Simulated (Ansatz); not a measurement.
# Mg (P6_3/mmc) in Ansatz: a series of runs

One crystal, Mg, is run at these levels: PBE0, PBEsol0, HF, r2SCAN50; tasks: single point.

All numbers are computed with Ansatz 0.2.0; they aren't measurements. Logs are shortened: lines on timing, memory, paths and dates and some standing lists are left out, and cuts for length are marked.

### Step 1. Starting point

Symmetry: P6_3/mmc, No. 194, hexagonal system. Conventional cell: a = 3.177 Å, b = 3.177 Å, c = 10.319 Å, α = 90.00°, β = 90.00°, γ = 120.00°. Mg (site symmetry -6m2) is surrounded by 12 Mg at 3.17 to 3.18 Å. Mg (site symmetry -3m) has 12 Mg at 3.17 to 3.18 Å as nearest neighbours.

### Step 2. Single point, PBE0

Contents of input.yaml:

```yaml
crystal:
  lattice:
    - [3.1768261656, 0.0, 0.0]
    - [-1.5884130828, 2.7512121628, 0.0]
    - [0.0, 0.0, 10.31886201]
  atoms:
    - { symbol: Mg, position: [0.6666666667, 0.3333333333, 0.75] }
    - { symbol: Mg, position: [0.0, 0.0, 0.5] }
    - { symbol: Mg, position: [0.3333333333, 0.6666666667, 0.25] }
    - { symbol: Mg, position: [0.0, 0.0, 0.0] }
hamiltonian:
  xc: pbe0
  pseudopotentials: { kind: paw }
kpoints:
  mp_grid: { grid: [5, 5, 2] }
scf:
  occupations: { method: fermi_dirac, width: 0.05 }
output:
  forces: true
  stress: true
  eigenvalues: true
  write_density: true
  write_potential: true
  elf: true
  volumetric_format: npy
```

Potentials or basis: Ansatz PAW.

On the command line:

```sh
> ansatz run input.yaml --threads 2 --pin off --max-ram 5632MiB --backend cpu --events-out ev --progress --plain --runs-dir out
```

The log of the run:

```text
Warning: output.stress: scf.convergence.dr2_threshold = 1e-7 eV (the SCF's general default) is looser than the 4e-10 eV advised for a printed stress (1e-10 eV for each atom of the cell: 4). What an SCF threshold leaves in a stress goes as its square root, and in the free energy as the threshold itself, and one threshold admits the most on a small cell: of the crystals measured, under no hybrid functional and no lock of the moments, on runs that ended without the residual-converged pass, on stresses that held no estimate of that error, the worst erred by over 100 MPa in a component at 1e-7 eV an atom and by under 5 at 1e-10. Set scf.convergence.dr2_threshold to 4e-10 eV or tighter. The threshold is an SCF's pass mark: one that does not reach it within its budget of iterations ends unconverged, or closes short of it on a stop that the run arms, and scf.convergence.dr2_threshold's page says what that costs each kind of run
Warning: output.stress: scf.exx.energy_threshold = 1e-6 eV is looser than the 4e-8 eV advised for a stress under a hybrid functional (1e-8 eV for each atom of the cell: 4). Every SCF of the exchange loop can meet its threshold on dr2 while the loop round them stops early: no threshold on dr2 bounds what that leaves in the stress. Set scf.exx.energy_threshold to 4e-8 eV or tighter. The threshold is the loop's pass mark: a loop that does not reach it within its budget of cycles ends unconverged, and scf.exx.energy_threshold's page has the law
Warning: RAYON_NUM_THREADS=2 ignored (pool sized by the plan → 2); use --threads N
Engine: ansatz 0.2.0, x86_64-unknown-linux-gnu
Pseudopotentials: kind: paw
Pseudopotential: Mg, paw, valence charge 10, recommended cutoff 420 eV (normal), Mg.paw.azcp
Functional definition: PBE0
  parameter a = 0.25
  parameter kappa = 0.804
  parameter beta = 0.06672455060314922
  exchange = (1 - a)*pbe_x(kappa = kappa, mu = beta*pi^2/3) + a*exact_x
  correlation = pbe_c(beta = beta)
Crystal: 4 atoms, lattice volume = 90.188 Å³
Basis set: ecut = 420 eV, 1775 PW (Γ), exchange–correlation on 48×48×144 points (8 copies of the dense FFT grid, shifted against one another)
Bands: 24, of which v1, the nominal top of the filled ones, is band 20 counted from 1 (19 counted from 0)
Symmetry: 24 space group operations
Space group: P63/mmc (ITA 194), of the structure as read, at distance tolerance 4.5e-5 Å
k-points: 10 of 50
Non-local potential: Mg, projectors of the file, l = 0: 3, l = 1: 2, l = 2: 1
PAW form: soft (Blöchl's): semilocal exchange-correlation on the pseudo side does not see the compensation charge
PAW frozen core: Mg, regenerated for the run's functional, and the local potential with it (the file was generated under x = pbe(κ = 0.804, μ = 0.2195149727645171), c = pbe(β = 0.06672455060314922))
PAW one-centre angular grid: Mg, 110 points (default); XC on 64 Gauss nodes
Initial density: superposition of atomic densities (neutral atoms: chi_scale 0, normalization atom), corrected by the library's trained network
Initial wavefunctions: pseudopotential atomic-orbital guess
Functional: x = pbe(κ = 0.804, μ = 0.2195149727645171), c = pbe(β = 0.06672455060314922), warm-up for x = 0.75 pbe(κ = 0.804, μ = 0.2195149727645171) + 0.25 exact, c = pbe(β = 0.06672455060314922)
SCF iter   1: F=—  HF=-7695.232289 eV  |F-HF|=—  |Δ(HF+E_count)|=         —  Δρ=2.08e-3  dr2=5.56e-3  ethr=1.77e-3  ⟨swp⟩=13.5  Hψ=1168  notcnv=0
preconditioner: auto → none  [insulator: Δε(μ)=0.211 eV  Ē_g=5.334 eV  σ=0.050 eV  W_gap=0.71  n_scr=24 (ndim 8)  ℏωp=11.1 eV  f_vac=0.000  D(μ)=1.27/eV (n_scr^D=4)]
SCF iter   2: F=—  HF=-7695.235835 eV  |F-HF|=—  |Δ(HF+E_count)|=   3.55e-3  Δρ=9.82e-4  dr2=1.19e-3  ethr=1.39e-5  ⟨swp⟩=4.1  Hψ=518  notcnv=0  defer=4
SCF iter   3: F=—  HF=-7695.235792 eV  |F-HF|=—  |Δ(HF+E_count)|=   4.35e-5  Δρ=2.02e-4  dr2=1.53e-4  ethr=2.97e-6  ⟨swp⟩=2.9  Hψ=475  notcnv=0
iter 4 solved again at ethr=2.78e-9 eV; its pass at ethr=3.83e-7 eV (dr2=1.11e-6 eV) is discarded
SCF iter   4: F=—  HF=-7695.235746 eV  |F-HF|=—  |Δ(HF+E_count)|=   4.53e-5  Δρ=3.40e-5  dr2=1.23e-6  ethr=2.78e-9  ⟨swp⟩=4.0  Hψ=1287  notcnv=0
SCF iter   5: F=—  HF=-7695.235746 eV  |F-HF|=—  |Δ(HF+E_count)|=   1.31e-7  Δρ=1.25e-5  dr2=1.84e-7  ethr=2.78e-9  ⟨swp⟩=3.2  Hψ=562  notcnv=0
SCF iter   6: F=—  HF=-7695.235746 eV  |F-HF|=—  |Δ(HF+E_count)|=   7.84e-8  Δρ=3.61e-6  dr2=2.23e-8  ethr=4.61e-10  ⟨swp⟩=3.0  Hψ=498  notcnv=0
SCF iter   7: F=-7695.235746 eV  HF=-7695.235746 eV  |F-HF|=2.42e-10  |Δ(HF+E_count)|=   6.14e-9  Δρ=4.27e-7  dr2=3.71e-10  ethr=5.58e-11  ⟨swp⟩=3.0  Hψ=477  notcnv=0
SCF 1 converged in 7 iterations: F = -7695.235746 eV  dr2 = 3.71e-10
Initial density: handed on by an earlier stage of this run
Initial wavefunctions: those handed on with the density
Functional: x = 0.75 pbe(κ = 0.804, μ = 0.2195149727645171) + 0.25 exact, c = pbe(β = 0.06672455060314922)
Frozen-core exchange: fock
iter 1 solved again at ethr=1.12e-5 eV; its pass at ethr=1.00e-1 eV (dr2=4.48e-3 eV) is discarded
SCF iter   1: F=—  HF=-7696.916612 eV  |F-HF|=—  |Δ(HF+E_count)|=         —  Δρ=4.00e-3  dr2=6.47e-3  ethr=1.12e-5  ⟨swp⟩=4.4  Hψ=1352  notcnv=0
preconditioner: auto → none  [insulator: Δε(μ)=0.656 eV  Ē_g=6.760 eV  σ=0.050 eV  W_gap=0.83  n_scr=24 (ndim 8)  ℏωp=11.1 eV  f_vac=0.000  D(μ)=0.67/eV (n_scr^D=2)]
SCF iter   2: F=—  HF=-7696.910454 eV  |F-HF|=—  |Δ(HF+E_count)|=   6.16e-3  Δρ=1.14e-3  dr2=1.80e-3  ethr=1.12e-5  ⟨swp⟩=3.0  Hψ=601  notcnv=0
SCF iter   3: F=—  HF=-7696.910061 eV  |F-HF|=—  |Δ(HF+E_count)|=   3.93e-4  Δρ=1.43e-4  dr2=1.28e-3  ethr=1.27e-6  ⟨swp⟩=3.0  Hψ=601  notcnv=0
SCF iter   4: F=—  HF=-7696.917896 eV  |F-HF|=—  |Δ(HF+E_count)|=   7.84e-3  Δρ=4.36e-4  dr2=1.93e-4  ethr=4.16e-8  ⟨swp⟩=4.2  Hψ=900  notcnv=0
SCF iter   5: F=—  HF=-7696.917821 eV  |F-HF|=—  |Δ(HF+E_count)|=   7.50e-5  Δρ=2.30e-5  dr2=8.59e-5  ethr=4.16e-8  ⟨swp⟩=3.0  Hψ=642  notcnv=0
SCF iter   6: F=—  HF=-7696.918180 eV  |F-HF|=—  |Δ(HF+E_count)|=   3.58e-4  Δρ=8.10e-5  dr2=1.49e-5  ethr=1.20e-9  ⟨swp⟩=4.7  Hψ=912  notcnv=0  defer=1
SCF iter   7: F=-7696.918177 eV  HF=-7696.918177 eV  |F-HF|=1.80e-7  |Δ(HF+E_count)|=   2.98e-6  Δρ=7.58e-7  dr2=7.42e-6  ethr=1.20e-9  ⟨swp⟩=3.7  Hψ=655  notcnv=0
SCF 2 stopped early in 7 iterations: F = -7696.918177 eV  dr2 = 7.42e-6
hybrid outer 1: dexx = +9.667e-3 eV, tail = 1.00e-4 eV
Frozen-core exchange: fock
SCF iter   1: F=—  HF=-7696.917913 eV  |F-HF|=—  |Δ(HF+E_count)|=         —  Δρ=5.03e-5  dr2=6.49e-6  ethr=1.25e-6  ⟨swp⟩=3.0  Hψ=497  notcnv=0
preconditioner: auto → none  [insulator: Δε(μ)=0.758 eV  Ē_g=6.767 eV  σ=0.050 eV  W_gap=0.83  n_scr=24 (ndim 8)  ℏωp=11.1 eV  f_vac=0.000  D(μ)=0.67/eV (n_scr^D=2)]
SCF iter   2: F=—  HF=-7696.917914 eV  |F-HF|=—  |Δ(HF+E_count)|=   6.85e-7  Δρ=1.22e-5  dr2=5.08e-6  ethr=4.03e-9  ⟨swp⟩=4.0  Hψ=763  notcnv=0
SCF iter   3: F=—  HF=-7696.917996 eV  |F-HF|=—  |Δ(HF+E_count)|=   8.23e-5  Δρ=1.61e-5  dr2=8.22e-7  ethr=1.52e-10  ⟨swp⟩=4.4  Hψ=876  notcnv=0
SCF iter   4: F=—  HF=-7696.917996 eV  |F-HF|=—  |Δ(HF+E_count)|=   1.92e-7  Δρ=8.53e-6  dr2=2.58e-7  ethr=1.52e-10  ⟨swp⟩=3.7  Hψ=585  notcnv=0
SCF iter   5: F=—  HF=-7696.917996 eV  |F-HF|=—  |Δ(HF+E_count)|=   3.09e-8  Δρ=1.33e-6  dr2=2.21e-7  ethr=8.54e-11  ⟨swp⟩=3.0  Hψ=646  notcnv=0
SCF iter   6: F=—  HF=-7696.917997 eV  |F-HF|=—  |Δ(HF+E_count)|=   8.62e-7  Δρ=4.21e-6  dr2=4.87e-8  ethr=1.92e-12  ⟨swp⟩=4.9  Hψ=807  notcnv=0  defer=1
SCF iter   7: F=—  HF=-7696.917997 eV  |F-HF|=—  |Δ(HF+E_count)|=   1.13e-8  Δρ=4.14e-7  dr2=1.85e-8  ethr=1.92e-12  ⟨swp⟩=4.3  Hψ=562  notcnv=0
Mixer restart at iter 7: flushing history
SCF iter   8: F=-7696.917997 eV  HF=-7696.917997 eV  |F-HF|=1.09e-9  |Δ(HF+E_count)|=   6.89e-8  Δρ=1.23e-6  dr2=3.85e-9  ethr=1.00e-12  ⟨swp⟩=4.3  Hψ=575  notcnv=0
SCF 3 converged in 8 iterations: F = -7696.917997 eV  dr2 = 3.85e-9
  Residual-converged pass: ⟨swp⟩=2.0  Hψ=352  notcnv=0  max |occ|·‖R‖ = 2.2e-6 eV (tolerance 2.4e-6 eV)  dr2=3.85e-9  dr2_onsite=4.46e-12  max |Δocc| = 1.5e-14
hybrid outer 2: dexx = +6.818e-6 eV, tail = 8.04e-8 eV, Δε = 3.95e-3 eV (about 1.82e-4 eV left of the loop's levels)
Frozen-core exchange: fock
SCF iter   1: F=—  HF=-7696.917997 eV  |F-HF|=—  |Δ(HF+E_count)|=         —  Δρ=2.37e-6  dr2=8.22e-9  ethr=1.00e-9  ⟨swp⟩=4.9  Hψ=539  notcnv=0
preconditioner: auto → none  [insulator: Δε(μ)=0.759 eV  Ē_g=6.767 eV  σ=0.050 eV  W_gap=0.83  n_scr=24 (ndim 8)  ℏωp=11.1 eV  f_vac=0.000  D(μ)=0.67/eV (n_scr^D=2)]
SCF iter   2: F=-7696.917997 eV  HF=-7696.917997 eV  |F-HF|=1.15e-9  |Δ(HF+E_count)|=   3.53e-9  Δρ=1.39e-6  dr2=2.54e-9  ethr=1.68e-11  ⟨swp⟩=3.1  Hψ=479  notcnv=0  defer=1
SCF 4 converged in 2 iterations: F = -7696.917997 eV  dr2 = 2.54e-9
  Residual-converged pass: ⟨swp⟩=3.0  Hψ=578  notcnv=0  max |occ|·‖R‖ = 2.3e-6 eV (tolerance 2.4e-6 eV)  dr2=2.56e-9  dr2_onsite=8.53e-11  max |Δocc| = 4.9e-16
hybrid outer 3: dexx = +7.897e-9 eV, tail = 5.24e-9 eV, Δε = 1.15e-4 eV (about 4.43e-5 eV left of the loop's levels), ΔF = 6.48e-17 eV/Å (tail 5.09e-4)
hybrid SCF converged: 3 outer / 17 inner (+7 warm-up), last move |dexx| = 7.90e-9 eV, tail = 5.24e-9 eV
Stability not checked: this state was not tested for a lower state beside it, because the functional holds exact exchange (a hybrid, or Hartree-Fock), whose exchange loop this test does not read (fock_operator; see scf.lower_state_search)
Free energy (F): -7696.917997 eV
Frozen-core exchange: fock
Harris-Foulkes:  -7696.917997 eV  (|F-HF|=1.15e-9)
Internal energy: -7696.912586 eV  (E = F + TS)
E sigma→0 (E₀):  -7696.915292 eV
Entropy (-TS):   -0.005411 eV (-1.353 meV/atom)
Fermi energy:    5.533447 eV
--- Per-component energies (eV) ---
  E_band       = -1574.779804
  E_kinetic    = 299.701932
  E_local      = -6454.866292  (includes V_loc(G=0)·N_el)
  E_nonlocal   = 380.135732
  E_hartree    = 2306.086452
  E_xc         = -88.423603
  E_vxc        = -113.876678  (∫ρ·V_xc dr)
  E_exx        = -220.271303  (= α·E_x^exact, valence–valence)
  E_paw        = -974.846702  (= ΣΔE_a)
  E_vpaw       = 142.495110  (= ΣTr[D̂ρ^β])
  E_aug_tail   = -0.000011  (compensation charges beyond the density's cutoff)
  E_ewald      = -2944.290850
  E_core_change = -0.137956  (= ΣΔE_core)
  E_smearing   = -0.005411  (= −TS)
  E_closure    = 0.000014  (closes the sum)
  Σ components = -7696.917997   (vs F -7696.917997, Δ=9.09e-13)
--- Forces (eV/Å), atoms counted from 1 ---
  atom   1  Mg     0.00000000     0.00000000     0.00000000
  atom   2  Mg    -0.00000000    -0.00000000     0.00000000
  atom   3  Mg     0.00000000    -0.00000000     0.00000000
  atom   4  Mg    -0.00000000    -0.00000000     0.00000000
  max |Σ_I F_I| component: 4.63e-17 eV/Å
--- Stress (GPa, compression-positive) ---
        0.011515      -0.000000       0.000000
        0.000000       0.011515       0.000000
        0.000000       0.000000       1.318621
  P = ⅓ Tr σ = 0.4472 GPa (4.472 kbar)
--- Band table (eV; the first three rows and the last of 10) ---
  k-point 0: bands = ["-76.1185", "-76.1184", "-76.0932", "-76.0931", "-41.0182", "-41.0093", "-40.9845", "-40.9838", "-40.9838", "-40.9835", "-40.9835", "-40.9755", "-40.9599", "-40.9599", "-40.9597", "-40.9597", "-2.7778", "-1.1463", "-1.1389", "3.4288", "4.0528", "11.7880", "11.7978", "18.0603"]
  k-point 1: bands = ["-76.1184", "-76.1184", "-76.0932", "-76.0932", "-41.0143", "-41.0143", "-40.9836", "-40.9836", "-40.9836", "-40.9836", "-40.9795", "-40.9795", "-40.9598", "-40.9598", "-40.9598", "-40.9598", "-2.3725", "-2.3725", "0.8633", "0.8633", "7.7891", "7.7891", "16.0156", "16.0156"]
  k-point 2: bands = ["-76.1177", "-76.1176", "-76.0925", "-76.0924", "-41.0146", "-41.0088", "-40.9951", "-40.9924", "-40.9859", "-40.9856", "-40.9805", "-40.9766", "-40.9684", "-40.9678", "-40.9620", "-40.9616", "-1.8487", "-0.2380", "-0.2301", "4.3771", "5.0121", "11.6894", "12.2797", "12.7469"]
  k-point 9: bands = ["-76.1160", "-76.1160", "-76.0909", "-76.0909", "-41.0074", "-41.0074", "-41.0073", "-41.0073", "-40.9957", "-40.9957", "-40.9806", "-40.9806", "-40.9782", "-40.9782", "-40.9706", "-40.9706", "3.9299", "3.9299", "4.1193", "4.1193", "7.4661", "7.4661", "7.8390", "7.8390"]
```

Wall time 10 s (2 threads of Intel Xeon Platinum 8488C (Sapphire Rapids), shared host); peak memory 0.85 GiB.

What came out:

```
Free energy            : -7696.9180 eV
Pressure               : 0.4 GPa
Band gap on the k mesh : none (metal or under the smearing width)
```

Levels at points of the mesh, in eV from the Fermi level:
```tsv
k point	band 16	band 17	band 18	band 19	band 20	band 21	band 22	band 23	band 24
(0.00, 0.00, 0.00)	-46.49	-8.31	-6.68	-6.67	-2.10	-1.48	6.25	6.26	12.53
(0.00, 0.00, -0.50)	-46.49	-7.91	-7.91	-4.67	-4.67	2.26	2.26	10.48	10.48
```

Caveat: the k mesh is coarse (spacing up to 0.46 Å⁻¹), so the values aren't converged, least of all with exact exchange; the PAW data sets come from PBE, with cores solved anew for the run's functional, which leaves a small shift of forces and pressure; the thresholds are loose for stress.

### Step 3. Single point, PBEsol0

Edit input.yaml of step 2 so:

```diff
@@ -11,3 +11,3 @@
 hamiltonian:
-  xc: pbe0
+  xc: { exchange: pbesol, correlation: pbesol, exx: { coeff: 0.25 } }
   pseudopotentials: { kind: paw }
```

Potentials or basis: Ansatz PAW.

On the command line:

```sh
> ansatz run input.yaml --threads 2 --pin off --max-ram 5632MiB --backend cpu --events-out ev --progress --plain --runs-dir out
```

Run time: 10 s. Hardware: 2 threads of Intel Xeon Platinum 8488C (Sapphire Rapids), shared host; peak memory 0.88 GiB.

Results (log left out):

* Free energy: -7663.5325 eV
* Pressure: -0.1 GPa
* Band gap on the k mesh: none (metal or under the smearing width)

Stress tensor (GPa, compression positive):
```
-0.52  0.00  0.00
 0.00 -0.52  0.00
 0.00  0.00  0.79
```

Levels at points of the mesh, in eV from the Fermi level:
```csv
k point,band 18,band 19,band 20,band 21,band 22,band 23
"(0.00, 0.00, 0.00)",-6.68,-6.67,-2.10,-1.49,6.25,6.26
"(0.00, 0.00, -0.50)",-7.90,-4.67,-4.67,2.25,2.25,10.48
```

Caveat: the k mesh is coarse (spacing up to 0.46 Å⁻¹), so the values aren't converged, least of all with exact exchange; the PAW data sets come from PBE, with cores solved anew for the run's functional, which leaves a small shift of forces and pressure; the thresholds are loose for stress.

### Step 4. Single point, HF

Edit input.yaml of step 3 so:

```diff
@@ -11,3 +11,3 @@
 hamiltonian:
-  xc: { exchange: pbesol, correlation: pbesol, exx: { coeff: 0.25 } }
+  xc: hf
   pseudopotentials: { kind: paw }
@@ -21,5 +21 @@
   eigenvalues: true
-  write_density: true
-  write_potential: true
-  elf: true
-  volumetric_format: npy
```

On the command line:

```sh
> ansatz run input.yaml --threads 2 --pin off --max-ram 5632MiB --backend cpu --events-out ev --progress --plain --runs-dir out
```

Wall time 19 s (2 threads of Intel Xeon Platinum 8488C (Sapphire Rapids), shared host); peak memory 0.85 GiB.

The run converged. Its results:

* Free energy: -7653.1700 eV
* Pressure: 3.8 GPa
* Band gap on the k mesh: none (metal or under the smearing width)

Stress tensor (GPa, compression positive):
```
3.30 0.00 0.00
0.00 3.30 0.00
0.00 0.00 4.80
```

Levels at points of the mesh, in eV from the Fermi level:
| k point | band 16 | band 17 | band 18 | band 19 | band 20 | band 21 | band 22 | band 23 | band 24 |
| --- | --- | --- | --- | --- | --- | --- | --- | --- | --- |
| (0.00, 0.00, 0.00) | -57.95 | -12.15 | -9.85 | -9.84 | -3.13 | -2.26 | 9.83 | 9.83 | 16.91 |
| (0.00, 0.00, -0.50) | -57.95 | -11.59 | -11.59 | -7.02 | -7.02 | 4.48 | 4.48 | 14.67 | 14.67 |

Caveat: the k mesh is coarse (spacing up to 0.46 Å⁻¹), so the values aren't converged, least of all with exact exchange; the PAW data sets come from PBE, with cores solved anew for the run's functional, which leaves a small shift of forces and pressure; the thresholds are loose for stress.

### Step 5. Single point, r2SCAN50

Edit input.yaml of step 4 so:

```diff
@@ -11,3 +11,3 @@
 hamiltonian:
-  xc: hf
+  xc: r2scan50
   pseudopotentials: { kind: paw }
@@ -21 +21,5 @@
   eigenvalues: true
+  write_density: true
+  write_potential: true
+  elf: true
+  volumetric_format: npy
```

On the command line:

```sh
> ansatz run input.yaml --threads 2 --pin off --max-ram 5632MiB --backend cpu --events-out ev --progress --plain --runs-dir out
```

It took 21 s on 2 threads of Intel Xeon Platinum 8488C (Sapphire Rapids), shared host; peak memory 1.2 GiB.

It converged, with:

| Item | Value |
| --- | --- |
| Free energy | -7703.9745 eV |
| Pressure | 0.2 GPa |
| Band gap on the k mesh | none (metal or under the smearing width) |

Stress tensor (GPa, compression positive):
```
-0.24  0.00  0.00
 0.00 -0.24  0.00
 0.00  0.00  1.10
```

Levels at points of the mesh, in eV from the Fermi level:
| k point | band 17 | band 18 | band 19 | band 20 | band 21 | band 22 | band 23 | band 24 |
| --- | --- | --- | --- | --- | --- | --- | --- | --- |
| (0.00, 0.00, 0.00) | -9.70 | -7.85 | -7.82 | -2.61 | -1.75 | 7.37 | 7.39 | 13.92 |
| (0.00, 0.00, -0.50) | -9.24 | -9.24 | -5.55 | -5.55 | 2.92 | 2.92 | 11.81 | 11.81 |

Caveat: the k mesh is coarse (spacing up to 0.46 Å⁻¹), so the values aren't converged, least of all with exact exchange; the PAW data sets come from PBE, with cores solved anew for the run's functional, which leaves a small shift of forces and pressure; the thresholds are loose for stress.

### Step 6. Summary

| level | cutoff (eV) | gap on the mesh (eV) | pressure (GPa) |
| --- | --- | --- | --- |
| PBE0 | 420 | none | 0.4 |
| PBEsol0 | 420 | none | -0.1 |
| HF | 420 | none | 3.8 |
| r2SCAN50 | 500 | none | 0.2 |

Alike in all rows: task single point; potentials or basis Ansatz PAW; no spin polarisation; cell as given; k mesh 5 × 5 × 2; smearing fermi-dirac 0.05 eV; the mesh is coarse, so values aren't converged.

Caveats: all runs use coarse meshes; the PAW data sets come from PBE, with cores solved anew for the run's functional, which leaves a small shift of forces and pressure; the thresholds are loose for stress.

Total energies depend on the potentials used, so only differences within one code and one set of settings carry meaning.
